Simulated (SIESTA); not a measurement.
**CuAu3 under changes of volume**

One of the cells (15.761 Å³/atom); the others are scaled copies at fixed shape and fractional positions:

```
Au Cu
1.0
     3.98000    0.00000    0.00000
     0.00000    3.98000    0.00000
     0.00000    0.00000    3.98000
Au Cu
3 1
Direct
  0.50000 0.50000 0.00000
  0.50000 0.00000 0.50000
  0.00000 0.50000 0.50000
  0.00000 0.00000 0.00000
```

| Property | Result |
| --- | --- |
| Program | SIESTA 5.4.2 |
| Functional | PBEsol |
| Potentials or basis | PseudoDojo 0.4 standard (PBEsol files) |
| Basis | DZP (energy shift 0.003 Ry; two zetas on semicore shells) |
| Grid cutoff | 800 Ry |
| Energy shift | 0.003 Ry |
| k mesh | 7 × 7 × 7 |
| Occupations | fermi-dirac, width 0.05 eV |
| Spin | no spin polarisation |

```tsv
volume (Å³/atom)	energy over the lowest point (meV/atom)	pressure (GPa)
14.816	?	?
15.131	15.11	7.9
15.446	3.64	3.9
15.761	0.00	0.1
16.076	3.30	-3.2
16.392	12.39	-5.8
16.707	26.16	-8.2
```

Q: What does the run at 14.816 Å³/atom give?

A: Energy over the lowest point 34.89 meV/atom; pressure 12.4 GPa.

Worked out: A Birch-Murnaghan fit of order 3 (a polynomial in V^(-2/3)) to the other rows has its minimum at 15.76 Å³/atom with B0 = V·E''(V) = 173 GPa and B' = 7.3. It gives 36.09 meV/atom at 14.816 Å³/atom, against the run's 34.89, and -dE/dV = 13.3 GPa, against 12.4.

Energies are extrapolated to zero smearing.

Caveats: short orbitals over semicore shells can move pressures by several GPa; the basis of atomic orbitals isn't converged, which shifts pressures, moduli and gaps.
